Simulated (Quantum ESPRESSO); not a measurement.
The system is BP.

```
CELL_PARAMETERS angstrom
0.00000 2.26900 2.26900
2.26900 0.00000 2.26900
2.26900 2.26900 0.00000
ATOMIC_POSITIONS crystal
P 0.75000 0.75000 0.75000
B 0.00000 0.00000 0.00000
```

| Property | Result |
| --- | --- |
| Program | Quantum ESPRESSO 7.5 |
| Task | phonons |
| Functional | PBE |
| Potentials or basis | PseudoDojo 0.4.1 SR PBE standard |
| Cutoff | 1034 eV |
| Density cutoff | 4136 eV |
| k mesh | 8 × 8 × 8, shifted |
| Occupations | fermi-dirac, width 0.05 eV |
| Spin | no spin polarisation |
| Target pressure | 80 GPa |
| Mixing beta | 0.5 |
| Most SCF iterations | 120 |
| SCF threshold | 4e-10 Ry |

The cell and the atoms were relaxed first at 80 GPa, to 8.79 Å³/atom (a = 2.919 Å, b = 2.919 Å, c = 2.919 Å, α = 60.00°, β = 60.00°, γ = 60.00°), and the response was taken there.

The first run showed a gap, so the response started from a second, tighter run with fixed occupations.

Task: How polar is the lattice: what are the Born charges, the two dielectric constants and the LO-TO splitting?

Result: Born charges ±1.47 e; dielectric constants 9.16 (electrons alone) and 9.83 (static); transverse and longitudinal modes at 1058 and 1096 cm⁻¹.

Caveat: the volume moved by over 15 % at a fixed basis, so the end points are rough; the cell is more than 3 GPa from zero pressure, which shifts response properties.
